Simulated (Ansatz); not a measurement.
(111) slab cut from the bulk of KI, Fm-3m (No. 225); the slab's formula is K3I2:

```
CELL_PARAMETERS angstrom
4.95398 0.00000 0.00000
-2.47699 4.29027 0.00000
0.00000 0.00000 23.08981
ATOMIC_POSITIONS crystal
K 0.66667 0.33333 0.32482
I 0.00000 0.00000 0.41241
K 0.33333 0.66667 0.50000
I 0.66667 0.33333 0.58759
K 0.00000 0.00000 0.67518
```

Theory: DFT PBEsol, scalar-relativistic, plane waves, PAW in Ansatz 0.2.0. Settings: cutoff 420 eV, Γ-centred mesh 6×6×1 on the computed 5-atom cell, Gaussian smearing of 0.05 eV; no spin polarisation. The cell repeats along c with a dipole correction in the vacuum.

Task: What forces act on the atoms?

Result:
```json
{"atom": "K1", "Fx (eV/Å)": "0.000", "Fy (eV/Å)": "0.000", "Fz (eV/Å)": "-0.060"}
{"atom": "I2", "Fx (eV/Å)": "0.000", "Fy (eV/Å)": "0.000", "Fz (eV/Å)": "0.017"}
{"atom": "K3", "Fx (eV/Å)": "0.000", "Fy (eV/Å)": "0.000", "Fz (eV/Å)": "0.000"}
{"atom": "I4", "Fx (eV/Å)": "0.000", "Fy (eV/Å)": "0.000", "Fz (eV/Å)": "-0.017"}
{"atom": "K5", "Fx (eV/Å)": "0.000", "Fy (eV/Å)": "0.000", "Fz (eV/Å)": "0.060"}
```

Spin-orbit coupling is left out, which matters for the bands of heavy elements. Spin polarisation was left out, and a magnetic state may lie lower. Charge leaks into the vacuum, so work functions can be off.